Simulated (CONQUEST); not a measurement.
# MgS (Niningerite) under changes of volume

One of the cells (17.609 Å³/atom); the others are scaled copies at fixed shape and fractional positions:

```
CELL_PARAMETERS angstrom
3.67929 0.00000 0.00000
0.00000 3.67929 0.00000
0.00000 0.00000 5.20330
ATOMIC_POSITIONS crystal
S 0.00000 0.00000 0.50000
S 0.50000 0.50000 0.00000
Mg 0.00000 0.00000 0.00000
Mg 0.50000 0.50000 0.50000
```

| Item | Value |
| --- | --- |
| Program | CONQUEST 1.3 |
| Functional | PBEsol |
| Potentials or basis | PseudoDojo NC PBEsol, DZP, grid of 36 × 36 × 60 points |
| k mesh | 7 × 7 × 5 |
| Occupations | fermi-dirac, width 0.05 eV |
| Spin | no spin polarisation |

```csv
volume (Å³/atom),energy over the lowest point (meV/atom),pressure (GPa),gap on the mesh (eV)
16.553,30.33,7.3,2.63
16.905,17.25,5.1,2.59
17.257,?,?,?
17.609,2.20,1.7,2.52
17.962,0.00,0.3,2.48
18.314,1.13,-1.4,2.45
18.666,5.94,-2.8,2.41
```

Problem. What does the run at 17.257 Å³/atom give?

Solution. Energy over the lowest point 7.80 meV/atom; pressure 3.3 GPa; gap on the mesh 2.56 eV.

Worked out: A Birch-Murnaghan fit of order 3 (a polynomial in V^(-2/3)) to the other rows has its minimum at 18.01 Å³/atom with B0 = V·E''(V) = 81 GPa (rough, since the energies scatter). It gives 7.93 meV/atom at 17.257 Å³/atom, against the run's 7.80, and -dE/dV = 3.4 GPa, against 3.3. A straight line through the other rows of the gap, of slope -1.81 eV per unit of ln V, gives 2.55 eV, against the run's 2.56.

Energies are extrapolated to zero smearing.

Caveats: an odd mesh through Γ misses points on the zone boundary, where band edges often lie; the basis of atomic orbitals isn't converged, which shifts pressures, moduli and gaps; the real-space grid breaks the cell's symmetry a little (some runs).
